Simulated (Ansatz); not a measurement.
# TaN: a one-atom displacement scan

This session takes TaN and sets out to measure how stiffly atom 2 (Ta) is held.

Computed with Ansatz 0.2.0 (DFT r2SCAN, scalar-relativistic, plane waves, PAW, unless a step's input says otherwise).

## (1) The starting structure

The structure is hexagonal, space group P6/mmm (No. 191). Conventional cell: a = 5.239 Å, b = 5.239 Å, c = 2.905 Å, α = 90.00°, β = 90.00°, γ = 120.00°. Ta (site symmetry 6/mmm) is surrounded by 6 N at 2.62 Å and 2 Ta at 2.90 Å. Around Ta (site symmetry -6m2) lie 6 N at 2.10 Å. N (site symmetry mmm) is surrounded by 6 Ta at 2.10 to 2.62 Å.

Structure file:

```cif
data_structure
_symmetry_space_group_name_H-M 'P 1'
_symmetry_Int_Tables_number 1
_cell_length_a 5.2393
_cell_length_b 5.2393
_cell_length_c 2.9048
_cell_angle_alpha 90.000
_cell_angle_beta 90.000
_cell_angle_gamma 120.000
_cell_volume 69.05
loop_
_atom_site_label
_atom_site_type_symbol
_atom_site_fract_x
_atom_site_fract_y
_atom_site_fract_z
_atom_site_occupancy
Ta1 Ta 0.00000 0.00000 0.00000 1
Ta2 Ta 0.33333 0.66667 0.50000 1
Ta3 Ta 0.66667 0.33333 0.50000 1
N1 N 0.50000 0.00000 0.00000 1
N2 N 0.50000 0.50000 0.00000 1
N3 N 0.00000 0.50000 0.00000 1
```

This cell was relaxed beforehand with the same method: volume 11.51 Å³/atom, gap on the mesh none (metal).

## (2) The reference: the undisturbed cell on the scan's mesh

input.yaml

```yaml
crystal:
  lattice:
    - [5.2392842517, 0.0, 0.0]
    - [-2.6196421259, 4.5373532597, 0.0]
    - [0.0, 0.0, 2.9047770792]
  atoms:
    - { symbol: Ta, position: [0.0, 0.0, 0.0] }
    - { symbol: Ta, position: [0.3333333333, 0.6666666667, 0.5] }
    - { symbol: Ta, position: [0.6666666667, 0.3333333333, 0.5] }
    - { symbol: "N", position: [0.5, 0.0, 0.0] }
    - { symbol: "N", position: [0.5, 0.5, 0.0] }
    - { symbol: "N", position: [0.0, 0.5, 0.0] }
basis:
  ecutwfc: 500
kpoints:
  mp_grid: { grid: [12, 12, 16] }
hamiltonian:
  xc: r2scan
scf:
  occupations: { method: gaussian, width: 0.15 }
output:
  forces: true
  stress: true
  eigenvalues: true
```

Started as:

```console
$ ansatz run input.yaml --threads 1 --pin off --max-ram 2560MiB --backend cpu --events-out ev --progress --plain --runs-dir out
```

What it wrote, shortened:

```text
Warning: RAYON_NUM_THREADS=1 ignored (pool sized by the plan → 1); use --threads N
[...]
Pseudopotentials: kind: paw
Pseudopotential: Ta, paw, valence charge 13, recommended cutoff 500 eV (meta_gga), Ta.paw.azcp
Pseudopotential: N, paw, valence charge 5, recommended cutoff 500 eV (meta_gga), N.paw.azcp
Functional definition: r2SCAN
[...]
Crystal: 6 atoms, lattice volume = 69.054 Å³
Basis set: ecut = 500 eV, 1763 PW (Γ), exchange–correlation on 160×160×96 points (64 copies of the dense FFT grid, shifted against one another)
Bands: 33, of which v1, the nominal top of the filled ones, is band 27 counted from 1 (26 counted from 0)
Symmetry: 24 space group operations
Space group: P6/mmm (ITA 191), of the structure as read, at distance tolerance 4.1e-5 Å
k-points: 171 of 2304
[...]
SCF iter   1: F=—  HF=-30992.489300 eV  |F-HF|=—  |Δ(HF+E_count)|=         —  Δρ=1.38e-2  dr2=1.71e-1  dr2_τ=4.61e-1  ethr=1.77e-3  ⟨swp⟩=5.1  Hψ=22916  notcnv=0
[...]
SCF iter   7: F=-30992.673649 eV  HF=-30992.673649 eV  |F-HF|=1.87e-8  |Δ(HF+E_count)|=   1.08e-7  Δρ=8.95e-6  dr2=3.85e-8  dr2_τ=5.19e-9  ethr=1.85e-10  ⟨swp⟩=9.5  Hψ=28610  notcnv=0
[...]
SCF converged after 7 iterations
Free energy (F): -30992.673649 eV
[...]
E sigma→0 (E₀):  -30992.669069 eV
Entropy (-TS):   -0.009159 eV (-1.527 meV/atom)
Fermi energy:    19.235577 eV
[...]
--- Forces (eV/Å), atoms counted from 1 ---
  atom   1  Ta     0.00000000     0.00000000     0.00000000
  atom   2  Ta    -0.00000000     0.00000000     0.00000000
  atom   3  Ta     0.00000000    -0.00000000     0.00000000
  atom   4  N      0.00000000     0.00000000     0.00000000
  atom   5  N      0.00000000     0.00000000     0.00000000
  atom   6  N      0.00000000     0.00000000     0.00000000
[...]
--- Stress (GPa, compression-positive) ---
       -0.240010      -0.000000       0.000000
        0.000000      -0.240010       0.000000
        0.000000       0.000000       0.488281
  P = ⅓ Tr σ = 0.0028 GPa (0.028 kbar)
--- Band table (eV; the first three rows and the last of 171) ---
[...]
```

It took 46 s on 1 thread of Arm Neoverse V2, shared host; peak memory 0.75 GiB.

The reference gives a free energy of -30992.6736 eV, pressure 0.00 GPa, largest force 0.000 eV/Å and gap on the mesh none (metal).

## (3) The scan: a one-atom displacement scan

Atom 2 (Ta) is moved by x along the Cartesian unit vector (0.000, 0.000, -1.000); the cell and all other atoms stay fixed. Forces below are components along that vector, summed over the moved atoms. In a periodic cell its images move with it.

## (4) At x = -0.450 Å

input.yaml, as its differences from that of step 2:

```diff
@@ -3,3 +3,3 @@
     - [5.2392842517, 0.0, 0.0]
-    - [-2.6196421259, 4.5373532597, 0.0]
+    - [-2.6196421259, 4.5373532596, 0.0]
     - [0.0, 0.0, 2.9047770792]
@@ -7,3 +7,3 @@
     - { symbol: Ta, position: [0.0, 0.0, 0.0] }
-    - { symbol: Ta, position: [0.3333333333, 0.6666666667, 0.5] }
+    - { symbol: Ta, position: [0.3333333333, 0.6666666667, 0.6549172235] }
     - { symbol: Ta, position: [0.6666666667, 0.3333333333, 0.5] }
```

Started as:

```console
$ ansatz run input.yaml --threads 1 --pin off --max-ram 2560MiB --backend cpu --events-out ev --progress --plain --runs-dir out
```

What it wrote, shortened:

```text
Warning: RAYON_NUM_THREADS=1 ignored (pool sized by the plan → 1); use --threads N
[...]
Pseudopotentials: kind: paw
Pseudopotential: Ta, paw, valence charge 13, recommended cutoff 500 eV (meta_gga), Ta.paw.azcp
Pseudopotential: N, paw, valence charge 5, recommended cutoff 500 eV (meta_gga), N.paw.azcp
Functional definition: r2SCAN
[...]
Crystal: 6 atoms, lattice volume = 69.054 Å³
Basis set: ecut = 500 eV, 1763 PW (Γ), exchange–correlation on 160×160×96 points (64 copies of the dense FFT grid, shifted against one another)
Bands: 33, of which v1, the nominal top of the filled ones, is band 27 counted from 1 (26 counted from 0)
Symmetry: 6 space group operations
Space group: P3m1 (ITA 156), of the structure as read, at distance tolerance 4.1e-5 Å
k-points: 255 of 2304 (time reversal used)
[...]
SCF iter   1: F=—  HF=-30990.310758 eV  |F-HF|=—  |Δ(HF+E_count)|=         —  Δρ=1.24e-2  dr2=8.29e-2  dr2_τ=5.68e-1  ethr=1.77e-3  ⟨swp⟩=5.3  Hψ=34556  notcnv=0
[...]
SCF iter   8: F=-30990.508326 eV  HF=-30990.508326 eV  |F-HF|=5.65e-9  |Δ(HF+E_count)|=   4.19e-8  Δρ=4.53e-6  dr2=1.48e-8  dr2_τ=1.25e-9  ethr=1.85e-10  ⟨swp⟩=10.1  Hψ=36013  notcnv=0
[...]
SCF converged after 8 iterations
Free energy (F): -30990.508326 eV
[...]
E sigma→0 (E₀):  -30990.502197 eV
Entropy (-TS):   -0.012257 eV (-2.043 meV/atom)
Fermi energy:    19.298841 eV
[...]
--- Forces (eV/Å), atoms counted from 1 ---
  atom   1  Ta     0.00000000     0.00000000     0.18138814
  atom   2  Ta     0.00000000    -0.00000000   -10.35871835
  atom   3  Ta     0.00000000     0.00000000    -0.60018029
  atom   4  N     -0.00000000     3.13053403     3.59247390
  atom   5  N      2.71112200    -1.56526701     3.59247390
  atom   6  N     -2.71112200    -1.56526701     3.59247390
[...]
--- Stress (GPa, compression-positive) ---
       20.057659       0.000000      -0.000000
        0.000000      20.057659      -0.000000
       -0.000000      -0.000000      25.208570
  P = ⅓ Tr σ = 21.7746 GPa (217.746 kbar)
--- Band table (eV; the first three rows and the last of 255) ---
[...]
```

Run time: 1.9 min. Hardware: 1 thread of Arm Neoverse V2, shared host; peak memory 0.84 GiB.

## (5) Point x = 0.338 Å

input.yaml, as its differences from that of step 4:

```diff
@@ -7,3 +7,3 @@
     - { symbol: Ta, position: [0.0, 0.0, 0.0] }
-    - { symbol: Ta, position: [0.3333333333, 0.6666666667, 0.6549172235] }
+    - { symbol: Ta, position: [0.3333333333, 0.6666666667, 0.3838120824] }
     - { symbol: Ta, position: [0.6666666667, 0.3333333333, 0.5] }
```

Started as:

```console
$ ansatz run input.yaml --threads 1 --pin off --max-ram 2560MiB --backend cpu --events-out ev --progress --plain --runs-dir out
```

What it wrote, shortened:

```text
Warning: RAYON_NUM_THREADS=1 ignored (pool sized by the plan → 1); use --threads N
[...]
Pseudopotentials: kind: paw
Pseudopotential: Ta, paw, valence charge 13, recommended cutoff 500 eV (meta_gga), Ta.paw.azcp
Pseudopotential: N, paw, valence charge 5, recommended cutoff 500 eV (meta_gga), N.paw.azcp
Functional definition: r2SCAN
[...]
Crystal: 6 atoms, lattice volume = 69.054 Å³
Basis set: ecut = 500 eV, 1763 PW (Γ), exchange–correlation on 160×160×96 points (64 copies of the dense FFT grid, shifted against one another)
Bands: 33, of which v1, the nominal top of the filled ones, is band 27 counted from 1 (26 counted from 0)
Symmetry: 6 space group operations
Space group: P3m1 (ITA 156), of the structure as read, at distance tolerance 4.1e-5 Å
k-points: 255 of 2304 (time reversal used)
[...]
SCF iter   1: F=—  HF=-30991.299663 eV  |F-HF|=—  |Δ(HF+E_count)|=         —  Δρ=1.24e-2  dr2=8.53e-2  dr2_τ=5.18e-1  ethr=1.77e-3  ⟨swp⟩=5.3  Hψ=34471  notcnv=0
[...]
SCF iter   8: F=-30991.496286 eV  HF=-30991.496286 eV  |F-HF|=1.47e-8  |Δ(HF+E_count)|=   1.69e-9  Δρ=6.27e-6  dr2=3.08e-8  dr2_τ=1.69e-9  ethr=1.85e-10  ⟨swp⟩=10.2  Hψ=36853  notcnv=0
[...]
SCF converged after 8 iterations
Free energy (F): -30991.496286 eV
[...]
E sigma→0 (E₀):  -30991.491531 eV
Entropy (-TS):   -0.009510 eV (-1.585 meV/atom)
Fermi energy:    19.271539 eV
[...]
--- Forces (eV/Å), atoms counted from 1 ---
  atom   1  Ta     0.00000000     0.00000000    -0.06580927
  atom   2  Ta     0.00000000    -0.00000000     7.28089375
  atom   3  Ta     0.00000000     0.00000000     0.29099312
  atom   4  N     -0.00000000     1.67013828    -2.50198978
  atom   5  N      1.44638218    -0.83506914    -2.50198978
  atom   6  N     -1.44638218    -0.83506914    -2.50198978
[...]
--- Stress (GPa, compression-positive) ---
       10.807780       0.000000       0.000000
        0.000000      10.807780       0.000000
        0.000000       0.000000      15.719486
  P = ⅓ Tr σ = 12.4450 GPa (124.450 kbar)
--- Band table (eV; the first three rows and the last of 255) ---
[...]
```

Run time: 1.9 min. Hardware: 1 thread of Arm Neoverse V2, shared host; peak memory 0.84 GiB.

## (6) Point x = -0.225 Å

input.yaml, as its differences from that of step 5:

```diff
@@ -7,3 +7,3 @@
     - { symbol: Ta, position: [0.0, 0.0, 0.0] }
-    - { symbol: Ta, position: [0.3333333333, 0.6666666667, 0.3838120824] }
+    - { symbol: Ta, position: [0.3333333333, 0.6666666667, 0.5774586118] }
     - { symbol: Ta, position: [0.6666666667, 0.3333333333, 0.5] }
```

Started as:

```console
$ ansatz run input.yaml --threads 1 --pin off --max-ram 2560MiB --backend cpu --events-out ev --progress --plain --runs-dir out
```

What it wrote, shortened:

```text
Warning: RAYON_NUM_THREADS=1 ignored (pool sized by the plan → 1); use --threads N
[...]
Pseudopotentials: kind: paw
Pseudopotential: Ta, paw, valence charge 13, recommended cutoff 500 eV (meta_gga), Ta.paw.azcp
Pseudopotential: N, paw, valence charge 5, recommended cutoff 500 eV (meta_gga), N.paw.azcp
Functional definition: r2SCAN
[...]
Crystal: 6 atoms, lattice volume = 69.054 Å³
Basis set: ecut = 500 eV, 1763 PW (Γ), exchange–correlation on 160×160×96 points (64 copies of the dense FFT grid, shifted against one another)
Bands: 33, of which v1, the nominal top of the filled ones, is band 27 counted from 1 (26 counted from 0)
Symmetry: 6 space group operations
Space group: P3m1 (ITA 156), of the structure as read, at distance tolerance 4.1e-5 Å
k-points: 255 of 2304 (time reversal used)
[...]
SCF iter   1: F=—  HF=-30991.970022 eV  |F-HF|=—  |Δ(HF+E_count)|=         —  Δρ=1.29e-2  dr2=1.15e-1  dr2_τ=4.85e-1  ethr=1.77e-3  ⟨swp⟩=5.3  Hψ=34362  notcnv=0
[...]
SCF iter   7: F=-30992.162579 eV  HF=-30992.162579 eV  |F-HF|=4.54e-9  |Δ(HF+E_count)|=   2.41e-7  Δρ=1.04e-5  dr2=6.96e-8  dr2_τ=7.17e-9  ethr=1.85e-10  ⟨swp⟩=9.4  Hψ=43117  notcnv=0
[...]
SCF converged after 7 iterations
Free energy (F): -30992.162579 eV
[...]
E sigma→0 (E₀):  -30992.157922 eV
Entropy (-TS):   -0.009314 eV (-1.552 meV/atom)
Fermi energy:    19.257740 eV
[...]
--- Forces (eV/Å), atoms counted from 1 ---
  atom   1  Ta     0.00000000     0.00000000     0.00414196
  atom   2  Ta    -0.00000000    -0.00000000    -4.62550337
  atom   3  Ta     0.00000000     0.00000000    -0.09509554
  atom   4  N     -0.00000000     0.71276655     1.57217218
  atom   5  N      0.61727394    -0.35638327     1.57217218
  atom   6  N     -0.61727394    -0.35638327     1.57217218
[...]
--- Stress (GPa, compression-positive) ---
        4.565741       0.000000      -0.000000
        0.000000       4.565741      -0.000000
        0.000000      -0.000000       7.667876
  P = ⅓ Tr σ = 5.5998 GPa (55.998 kbar)
--- Band table (eV; the first three rows and the last of 255) ---
[...]
```

Wall time 1.8 min (1 thread of Arm Neoverse V2, shared host); peak memory 0.84 GiB.

## (7) All points together

Collected from the runs (energy zero: the undisturbed cell):

```tsv
x (Å)	ΔE (meV/cell)	force on the moved atoms (eV/Å)	pressure (GPa)
-0.450	2165.3	10.359	21.8
-0.225	511.1	4.625	5.6
0.000	0.0	0.000	0.0
0.338	1177.4	-7.281	12.4
```

## (8) Summary of results

| quantity | value |
| --- | --- |
| force constant along x, from the points at -0.225, 0 and 0.338 Å | 20.96 eV/Å² |

What this shows: The restoring force grows by 20.96 eV/Å per Å near the site; for the mass of Ta against a rigid frame that is a vibration of about 177 cm⁻¹. The step of 0.34 Å is wide, so anharmonic terms mix in. No sampled point lies below the undisturbed cell. The runs treat Ta without spin-orbit coupling.
